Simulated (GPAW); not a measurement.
The system is Nb4C3.

```xyz
7
Lattice="4.4708 0.0000 0.0000 0.0000 4.4708 0.0000 0.0000 0.0000 4.4708" Properties=species:S:1:pos:R:3 pbc="T T T"
Nb    2.2354    2.2354    2.2354
Nb    2.2354    0.0000    0.0000
Nb    0.0000    0.0000    2.2354
Nb    0.0000    2.2354    0.0000
C     0.0000    2.2354    2.2354
C     2.2354    2.2354    0.0000
C     2.2354    0.0000    2.2354
```

The cell comes from a database or a generator and needn't be the stable form of this composition.

Base run:

| Property | Result |
| --- | --- |
| Program | GPAW 26.7.0 |
| Functional | PBEsol |
| Potentials or basis | PAW data sets generated in the run's folder for this functional |
| Cutoff | 800 eV |
| Basis | pw |
| k mesh | 6 × 6 × 6 |
| Occupations | fermi-dirac, width 0.05 eV |
| Spin | no spin polarisation |
| Hubbard terms | Nb d U = 2 eV |

Its results: pressure -8.0 GPa.

Question: The run is repeated on the same cell with these changes: hubbard terms from Nb d U = 2 eV to none. What comes out?

Answer: Pressure -11.2 GPa.

Caveats: U without spin polarisation on a metal has little footing (some runs); the U is typed as a test and isn't derived for this compound (some runs).

Not every run made on this cell is shown here.
